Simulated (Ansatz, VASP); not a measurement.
# CuI: VASP beside Ansatz

Aim: how closely do two programs agree when they are given the same cell, functional and k mesh? The cell is taken from a series of VASP runs on this material, whose earlier steps may have relaxed, scaled or displaced it; both programs get it as it stands.

Program: Ansatz 0.2.0. Level of theory: plane waves, with VASP 6.6.1 beside it; relaxation of cell and atoms at PBEsol. Results are calculated unless marked as measured.

## 1. The structure

It takes space group F-43m (No. 216, cubic). The conventional cell has a = 5.946 Å, b = 5.946 Å, c = 5.946 Å, α = 90.00°, β = 90.00°, γ = 90.00°. Nearest to I lie 4 Cu at 2.57 Å. Nearest to Cu lie 4 I at 2.57 Å. Farther neighbours and most contacts between anions are not listed.

## 2. VASP: relaxation of cell and atoms, PBEsol

The relaxed volume is the usual yardstick between codes: its relative difference is about their pressure difference at one cell divided by the bulk modulus.

Lines of VASP's logs that name or quote its potential files are left out, and so is its time.

Contents of INCAR:

```
SYSTEM = CuI
PREC = Accurate
ENCUT = 450
EDIFF = 1E-06
NELM = 100
ISMEAR = 0
SIGMA = 0.03
LREAL = .FALSE.
ALGO = Normal
GGA = PS
NBANDS = 15
LASPH = .TRUE.
LORBIT = 11
LWAVE = .FALSE.
LCHARG = .FALSE.
KPAR = 4
IBRION = 2
NSW = 50
ISIF = 3
EDIFFG = -0.006
```

Contents of POSCAR:

```
CuI
1.0
    0.0000000000      2.9729443569      2.9729443569
    2.9729443569      0.0000000000      2.9729443569
    2.9729443569      2.9729443569      0.0000000000
I Cu
1 1
Direct
    0.0000000000      0.0000000000      0.0000000000
    0.7500000000      0.7500000000      0.7500000000
```

Contents of KPOINTS:

```
Automatic mesh
0
Gamma
6 6 6
0 0 0
```

The projector-augmented-wave data sets are I and Cu (PBE family, release 64).

Command:

```bash
$ mpirun -np 4 vasp_std
```

Numbers of over 12 decimals in the logs are rounded to 6 here.

Output:

```text
[banner, memory and clock lines left out]
running    4 mpi-ranks, on    1 nodes
 distrk:  each k-point on    1 cores,    4 groups
 distr:  one band on    1 cores,    1 groups

 POSCAR found type information on POSCAR I Cu
 POSCAR found :  2 types and       2 ions
|                                                                             |
|               ----> ADVICE to this user running VASP <----                  |
|                                                                             |
|     You enforced a specific xc type in the INCAR file but a different       |
|     [... a line on the potential file left out ...]
|     I HOPE YOU KNOW WHAT YOU ARE DOING!                                     |
|                                                                             |

 LDA part: xc-table for (Slater+PW92), standard interpolation
 POSCAR, INCAR and KPOINTS ok, starting setup
 FFT: planning ... GRIDC
 FFT: planning ... GRID_SOFT
 FFT: planning ... GRID
 WAVECAR not read
 entering main loop
       N       E                     dE             d eps       ncg     rms          rms(c)
DAV:   1     0.931870795695E+02    0.93187E+02   -0.70690E+03   480   0.116E+03
DAV:   2    -0.231621667555E+00   -0.93419E+02   -0.85004E+02   480   0.231E+02
DAV:   3    -0.647451909723E+01   -0.62429E+01   -0.61491E+01   627   0.650E+01
DAV:   4    -0.664827808433E+01   -0.17376E+00   -0.17368E+00   579   0.101E+01
DAV:   5    -0.665674229297E+01   -0.84642E-02   -0.84639E-02   702   0.257E+00    0.624E+00
DAV:   6    -0.656356423570E+01    0.93178E-01   -0.44746E+00   515   0.592E+01    0.408E+00
DAV:   7    -0.631965183689E+01    0.24391E+00   -0.10336E+00   543   0.361E+01    0.176E+00
DAV:   8    -0.632116003641E+01   -0.15082E-02   -0.68414E-02   743   0.479E+00    0.635E-01
DAV:   9    -0.631664487612E+01    0.45152E-02   -0.15784E-02   616   0.369E+00    0.254E-01
DAV:  10    -0.631673327956E+01   -0.88403E-04   -0.69308E-04   599   0.206E-01    0.212E-01
DAV:  11    -0.631663854177E+01    0.94738E-04   -0.25683E-04   621   0.516E-01    0.494E-02
DAV:  12    -0.631663873655E+01   -0.19478E-06   -0.16636E-04   776   0.305E-01    0.487E-02
DAV:  13    -0.631664009728E+01   -0.13607E-05   -0.11333E-05   571   0.234E-02    0.453E-02
DAV:  14    -0.631664044535E+01   -0.34807E-06   -0.10317E-06   464   0.850E-03
   1 F= -.63166404E+01 E0= -.63166404E+01  d E =-.631664E+01
[...]
2 F= -.63164369E+01 E0= -.63164369E+01  d E =0.203571E-03
[...]
3 F= -.63165964E+01 E0= -.63165964E+01  d E =0.440752E-04
[...]
4 F= -.63166275E+01 E0= -.63166275E+01  d E =0.129432E-04
[...]
5 F= -.63166350E+01 E0= -.63166350E+01  d E =0.545215E-05
 curvature:  -0.00 expect dE=-0.119E-05 dE for cont linesearch -0.119E-05
 ZBRENT: interpolating
 opt :   0.0105  next Energy=    -6.316641 (dE=-0.472E-06)
 bond charge predicted
       N       E                     dE             d eps       ncg     rms          rms(c)
DAV:   1    -0.631663826444E+01   -0.31145E-05   -0.86802E-06   480   0.677E-02    0.640E-03
DAV:   2    -0.631663795821E+01    0.30623E-06   -0.54715E-06   480   0.733E-02
   6 F= -.63166380E+01 E0= -.63166380E+01  d E =0.248714E-05
 curvature:  -0.00 expect dE=-0.879E-09 dE for cont linesearch -0.879E-09
 trial: gam= 0.00000 g(F)=  0.762E-46 g(S)=  0.472E-06 ort =-0.651E-05 (trialstep = 0.802E+00)
 search vector abs. value=  0.472E-06
 reached required accuracy - stopping structural energy minimisation
```

OUTCAR, selected parts (step 2):

```text
ion  position               nearest neighbor table
   1  0.000  0.000  0.000-   2 2.57   2 2.57   2 2.57   2 2.57
   2  0.750  0.750  0.750-   1 2.57   1 2.57   1 2.57   1 2.57

  LATTYP: Found a face centered cubic cell.
 ALAT       =     5.9458887138

 Subroutine GETGRP returns: Found 24 space group operations
 (whereof 24 operations were pure point group operations)

The static configuration has the point symmetry T_d .

 Found     16 irreducible k-points:

   k-points           NKPTS =     16   k-points in BZ     NKDIM =     16   number of bands    NBANDS=     15

   dimension x,y,z NGX =    30 NGY =   30 NGZ =   30
   dimension x,y,z NGXF=    60 NGYF=   60 NGZF=   60

   ENCUT  =  450.0 eV  33.07 Ry    5.75 a.u.   7.27  7.27  7.27*2*pi/ulx,y,z

   NELECT =      18.0000    total number of electrons

 k-points in reciprocal lattice and weights: Automatic mesh
   0.00000000  0.00000000  0.00000000       0.005
   0.16666667  0.00000000  0.00000000       0.037
   0.33333333  0.00000000  0.00000000       0.037
   0.50000000  0.00000000  0.00000000       0.019
   0.16666667  0.16666667  0.00000000       0.028
   0.33333333  0.16666667  0.00000000       0.111
   0.50000000  0.16666667  0.00000000       0.111
  -0.33333333  0.16666667  0.00000000       0.111
  -0.16666667  0.16666667  0.00000000       0.056
[...]
-0.33333333  0.33333333  0.16666667       0.111
  -0.33333333  0.50000000  0.16666667       0.056

 average (electrostatic) potential at core
       1 -91.7348       2 -65.3283

 E-fermi :   5.0920

 k-point     1 :       0.0000    0.0000    0.0000
  band No.  band energies     occupation
    ...
      5       2.8060      2.00000
      6       2.8060      2.00000
      7       4.9351      2.00000
      8       4.9351      2.00000
      9       4.9351      2.00000
     10       6.1211      0.00000
     11       9.6972      0.00000
     12       9.6972      0.00000
     13       9.6972      0.00000
     14      13.0527      0.00000
    ...

 k-point     2 :       0.1667    0.0000    0.0000
  band No.  band energies     occupation
    ...
      5       2.7953      2.00000
      6       2.7953      2.00000
      7       3.9377      2.00000
      8       4.7101      2.00000
      9       4.7101      2.00000
     10       7.0726      0.00000
     11       9.7589      0.00000
     12      10.0735      0.00000
     13      10.0735      0.00000
     14      13.6699      0.00000
    ...

 k-point     3 :       0.3333    0.0000    0.0000
  band No.  band energies     occupation
    ...
      5       2.8067      2.00000
      6       2.8067      2.00000
      7       3.1394      2.00000
      8       4.3132      2.00000
      9       4.3132      2.00000
     10       7.1686      0.00000
     11      10.3312      0.00000
     12      10.3312      0.00000
     13      11.4457      0.00000
     14      13.4785      0.00000
    ...

  Total       -0.0025533     -0.0025533     -0.0025533     -0.0000000     -0.0000000      0.0000000
  in kB       -0.0778417     -0.0778417     -0.0778417     -0.0000000     -0.0000000      0.0000000
  external PRESSURE =      -0.0778417 kB  Pullay stress =       0.0000000 kB

  energy-cutoff  :      450.00
  volume of cell :       52.55
      direct lattice vectors                 reciprocal lattice vectors
    -0.000000000  2.972970915  2.972970915    -0.168181935  0.168181935  0.168181935
     2.972970915 -0.000000000  2.972970915     0.168181935 -0.168181935  0.168181935
     2.972970915  2.972970915 -0.000000000     0.168181935  0.168181935 -0.168181935

 POSITION                                       TOTAL-FORCE (eV/Angst)
 -----------------------------------------------------------------------------------
      0.00000      0.00000      0.00000        -0.000000     -0.000000     -0.000000
      4.45946      4.45946      4.45946         0.000000      0.000000      0.000000
 -----------------------------------------------------------------------------------
    total drift:                               -0.000001     -0.000001     -0.000001

  FREE ENERGIE OF THE ION-ELECTRON SYSTEM (eV)
  ---------------------------------------------------
  free  energy   TOTEN  =        -6.3166379582 eV

  energy  without entropy=       -6.3166379582  energy(sigma->0) =       -6.31663796

 reached required accuracy - stopping structural energy minimisation

 total charge
# of ion       s       p       d       tot
------------------------------------------
    1        1.489   2.758   0.063   4.310
    2        0.351   0.300   9.323   9.974
--------------------------------------------------
tot          1.840   3.059   9.386  14.284

[... 3 further parts left out ...]
```

CONTCAR:

```
CuI
   1.00000000000000
    -0.0000000000000000    2.9729709147711598    2.9729709147711598
     2.9729709147711598   -0.0000000000000000    2.9729709147711598
     2.9729709147711598    2.9729709147711598   -0.0000000000000000
  I               Cu
     1     1
Direct
     0.0000000000000000    0.0000000000000000    0.0000000000000000
     0.7500000000000000    0.7500000000000000    0.7500000000000000
```

## 3. Ansatz: relaxation of cell and atoms, PBEsol

Ansatz runs on its default PAW (the set named soft_2) files.

The same cell, functional, mesh and smearing now go to Ansatz, which takes its cutoff from its data sets.

Contents of input.yaml:

```yaml
crystal:
  lattice:
    - [0.0, 2.9729443569, 2.9729443569]
    - [2.9729443569, 0.0, 2.9729443569]
    - [2.9729443569, 2.9729443569, 0.0]
  atoms:
    - { symbol: I, position: [0.0, 0.0, 0.0] }
    - { symbol: Cu, position: [0.75, 0.75, 0.75] }
hamiltonian:
  xc: pbesol
  pseudopotentials: { kind: paw }
kpoints:
  mp_grid: { grid: [6, 6, 6] }
scf:
  occupations: { method: gaussian, width: 0.03 }
relax:
  f_tol: 0.01
  max_steps: 60
  cell: { stress_tol: 0.05 }
output:
  forces: true
  stress: true
```

Command:

```bash
$ ansatz run input.yaml --threads 4 --pin off --max-ram 9216MiB --backend cpu --events-out ev --progress --plain --runs-dir out
```

Output:

```text
Engine: ansatz 0.2.0, aarch64-unknown-linux-gnu
Pseudopotentials: kind: paw
Pseudopotential: I, paw, valence charge 17, recommended cutoff 420 eV (normal), I.paw.azcp
Pseudopotential: Cu, paw, valence charge 19, recommended cutoff 420 eV (normal), Cu.paw.azcp
Functional definition: PBEsol
  exchange = pbesol_x
  correlation = pbesol_c
Crystal: 2 atoms, lattice volume = 52.552 Å³
Basis set: ecut = 420 eV, 965 PW (Γ), exchange–correlation on 60×60×60 points (8 copies of the dense FFT grid, shifted against one another)
Bands: 22, of which v1, the nominal top of the filled ones, is band 18 counted from 1 (17 counted from 0)
Symmetry: 24 space group operations
Space group: F-43m (ITA 216), of the structure as read, at distance tolerance 3.7e-5 Å
k-points: 16 of 216 (time reversal used)
Non-local potential: I, projectors of the file, l = 0: 2, l = 1: 2, l = 2: 2, l = 3: 2
Non-local potential: Cu, projectors of the file, l = 0: 3, l = 1: 2, l = 2: 3, l = 3: 1
PAW form: soft (Blöchl's): semilocal exchange-correlation on the pseudo side does not see the compensation charge
PAW frozen core: I, regenerated for the run's functional, and the local potential with it (the file was generated under x = pbe(κ = 0.804, μ = 0.219515), c = pbe(β = 0.066725))
PAW frozen core: Cu, regenerated for the run's functional, and the local potential with it (the file was generated under x = pbe(κ = 0.804, μ = 0.219515), c = pbe(β = 0.066725))
PAW one-centre angular grid: I, 590 points (default); XC on 64 Gauss nodes
PAW one-centre angular grid: Cu, 590 points (default); XC on 64 Gauss nodes
Initial density: superposition of atomic densities (neutral atoms: chi_scale 0, normalization atom), corrected by the library's trained network
Initial wavefunctions: pseudopotential atomic-orbital guess
Functional: x = pbesol(κ = 0.804, μ = 0.123457), c = pbesol(β = 0.046)
SCF iter   1: F=—  HF=-14021.292192 eV  |F-HF|=—  |Δ(HF+E_count)|=         —  Δρ=8.53e-3  dr2=2.22e-2  ethr=1.77e-3  ⟨swp⟩=6.1  Hψ=1717  notcnv=0
preconditioner: auto → none  [insulator: Δε(μ)=1.080 eV  Ē_g=9.140 eV  σ=0.030 eV  W_gap=1.00  n_scr=14 (ndim 8)  ℏωp=21.7 eV  f_vac=0.162  D(μ)=0.00/eV (n_scr^D=0)  ε∞_Penn≈6.7]
SCF iter   2: F=—  HF=-14021.296769 eV  |F-HF|=—  |Δ(HF+E_count)|=   4.58e-3  Δρ=1.11e-2  dr2=4.21e-2  ethr=6.18e-5  ⟨swp⟩=2.6  Hψ=842  notcnv=0
SCF iter   3: F=—  HF=-14021.286346 eV  |F-HF|=—  |Δ(HF+E_count)|=   1.04e-2  Δρ=1.71e-3  dr2=8.34e-4  ethr=6.18e-5  ⟨swp⟩=2.1  Hψ=680  notcnv=0
SCF iter   4: F=—  HF=-14021.286286 eV  |F-HF|=—  |Δ(HF+E_count)|=   6.07e-5  Δρ=3.62e-4  dr2=3.50e-5  ethr=2.32e-6  ⟨swp⟩=2.0  Hψ=536  notcnv=0
SCF iter   5: F=—  HF=-14021.286299 eV  |F-HF|=—  |Δ(HF+E_count)|=   1.29e-5  Δρ=3.54e-5  dr2=3.84e-7  ethr=9.71e-8  ⟨swp⟩=2.0  Hψ=459  notcnv=0
SCF iter   6: F=-14021.286298 eV  HF=-14021.286298 eV  |F-HF|=8.96e-9  |Δ(HF+E_count)|=   2.17e-7  Δρ=7.09e-6  dr2=3.11e-8  ethr=2.78e-10  ⟨swp⟩=5.0  Hψ=1400  notcnv=0
SCF 1 converged in 6 iterations: F = -14021.286298 eV  dr2 = 3.11e-8
  greatest PAW one-centre occupation: 1.000 electrons in one spin orbital (limit 2), on the Cu atom at site 1 (counted from 0), in its partial waves of l = 0
relax step   1: F+E_penalty+E_count = -14021.28629845 eV  Δ(F+E_penalty+E_count) = +0.000e0 eV  max|allowed force component| = 5.089e-17 eV/Å  Δτ_max = 0.0000 Å  P = -0.134 GPa  Ω = 52.552 Å³  (6 SCF iters, dr2 threshold 1.00e-7 eV, accepted)
[...]
relax step   2: F+E_penalty+E_count = -14021.28640058 eV  Δ(F+E_penalty+E_count) = -1.021e-4 eV  max|allowed force component| = 1.315e-17 eV/Å  Δτ_max = 0.0000 Å  P = -0.007 GPa  Ω = 52.415 Å³  energy of the carried Pulay correction = +4.135e-5 eV  (5 SCF iters, dr2 threshold 4.52e-8 eV, accepted)
[...]
relax step   3: F+E_penalty+E_count = -14021.28639071 eV  Δ(F+E_penalty+E_count) = +9.867e-6 eV  max|allowed force component| = 1.041e-17 eV/Å  Δτ_max = 0.0000 Å  P = -0.008 GPa  Ω = 52.415 Å³  stress off target by 7.79e-3 GPa  SCF on the basis re-selected at this cell (its energy is not comparable with the rows above)  (6 SCF iters)
basis re-selected at this cell: Δ(F+E_penalty+E_count) = +9.867e-6 eV, ΔP = -0.000 GPa vs the last step (what re-selecting the basis moved, of the pressure what is left beyond the Pulay correction that the steps carried, after the strain that the cell walked since its last selection, with what the two solves' SCF thresholds leave and, on support functions, any second-order correction that the steps lacked; it is no m [...]
SCF converged after 6 iterations
Free energy (F): -14021.286391 eV
Harris-Foulkes:  -14021.286391 eV  (|F-HF|=7.28e-12)
Internal energy: -14021.286391 eV  (E = F + TS)
E sigma→0 (E₀):  -14021.286391 eV
Fermi energy:    9.504837 eV
--- Per-component energies (eV) ---
  E_band       = -846.214700
  E_kinetic    = 490.743320
  E_local      = -7476.791473  (includes V_loc(G=0)·N_el)
  E_nonlocal   = 316.399514
  E_hartree    = 3476.837736
  E_xc         = -214.293922
  E_vxc        = -241.406773  (∫ρ·V_xc dr)
  E_paw        = -6375.158431  (= ΣΔE_a)
  E_vpaw       = -888.834892  (= ΣTr[D̂ρ^β])
  E_aug_tail   = 0.000397  (compensation charges beyond the density's cutoff)
  E_ewald      = -4239.641877
  E_core_change = 0.618344  (= ΣΔE_core)
  E_smearing   = -0.000000  (= −TS)
  E_closure    = 0.000000  (closes the sum)
  Σ components = -14021.286391   (vs F -14021.286391, Δ=0.00e0)
--- Forces (eV/Å), atoms counted from 1 ---
  atom   1  I     -0.00000000     0.00000000     0.00000000
  atom   2  Cu     0.00000000     0.00000000     0.00000000
  max |Σ_I F_I| component: 3.35e-17 eV/Å
--- Stress (GPa, compression-positive) ---
       -0.007786      -0.000000      -0.000000
       -0.000000      -0.007786       0.000000
       -0.000000       0.000000      -0.007786
  P = ⅓ Tr σ = -0.0078 GPa (-0.078 kbar)
--- Relaxed structure (2 steps of the walk, 2 accepted, 1 SCFs on fresh bases) ---
  F+E_penalty+E_count = -14021.28639071 eV   max|allowed force component| = 1.041e-17 eV/Å   (the final SCF, on the basis selected at the relaxed cell)
  cell:  # Å, volume = 52.4150 Å³
    - [0, 2.970357, 2.970357]
    - [2.970357, 0, 2.970357]
    - [2.970357, 2.970357, 0]
  atoms:
    - { symbol: I, position: [0, 0, 0] }
    - { symbol: Cu, position: [0.75, 0.75, 0.75] }
```

Run time: 1.4 s. Hardware: 4 threads of Arm Neoverse V2, shared host; peak memory 0.35 GiB.

## 4. Comparison

Known differences besides the potentials themselves: both relaxations stop at a tolerance, which leaves soft axes loose, and VASP keeps its plane-wave basis; the data sets hold 36 valence electrons in Ansatz (default PAW (the set named soft_2) files) and 18 in VASP; the cutoff is 420 eV in Ansatz and 450 eV in VASP; Ansatz makes its cores anew for this functional, VASP keeps those of its PBE data sets; Ansatz adds a Pulay correction to the stress that steers its cell, VASP none. Total energies have different zeros and are not compared.

Compared:

| quantity | Ansatz | VASP | difference |
| --- | --- | --- | --- |
| volume (Å³) | 52.42 | 52.55 | -0.26 % |
| edge a after relaxation, in the typed setting (Å) | 4.201 | 4.204 | -0.09 % |

The walks stopped with -0.01 GPa left in Ansatz and -0.01 GPa in VASP; each walk ends within a tolerance, so the volume difference is uncertain by about these residues over the bulk modulus, most in soft cells.

## 5. What came out

| Quantity | Value |
| --- | --- |
| difference in volume (relaxation of cell and atoms, PBEsol) | -0.26 % |

The difference in volume is -0.26 % (relaxation of cell and atoms, PBEsol), within the 1.2 % picked in this series as the mark of a large difference, as far as the stopping tolerances let one tell. Such differences can come from data sets, numerical settings and the points named under the comparisons, not from the functional's error against experiment.

[Lines on the potential files, build, host, timing and source positions are cut from VASP's logs without a mark.]

[Logs are printed without paths, hosts, clocks, repeated set-up lines and the standing remarks that a program may print on its own settings, such as how far it seeks lower states.]

[Hosts, paths, dates, database ids (printed as entryN), source tags and the programs' standing remarks are cut or masked in the printed files.]
